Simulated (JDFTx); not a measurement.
KI:

```
I K
1.0
     0.00000    3.53277    3.53277
     3.53277    0.00000    3.53277
     3.53277    3.53277    0.00000
I K
1 1
Direct
  0.50000 0.50000 0.50000
  0.00000 0.00000 0.00000
```

Base run:

| Quantity | Value |
| --- | --- |
| Program | JDFTx 1.7.0 (patched build) |
| Functional | PBE |
| Potentials or basis | PseudoDojo-SR-PBE-0.5-standard with smoothed tails |
| Cutoff | 1007 eV |
| Density cutoff | 8055 eV |
| k mesh | 7 × 7 × 7 |
| Occupations | fermi-dirac, width 0.05 eV |
| Spin | no spin polarisation |

Its results: band gap on the k mesh 3.96 eV, direct; pressure 0.6 GPa.

Question: The run is repeated on the same cell with these changes: functional from PBE to PBEsol; potentials or basis from PseudoDojo-SR-PBE-0.5-standard with smoothed tails to PseudoDojo-SR-PBEsol-0.4.1-standard with smoothed tails. What comes out?

Answer: Band gap on the k mesh 3.82 eV, direct; pressure -0.3 GPa.

Caveats: the empty levels aren't tightly converged; spin-orbit coupling is left out, which moves the levels of the heavy elements; an odd mesh through Γ misses points on the zone boundary, where band edges often lie.

Not every run made on this cell is shown here.
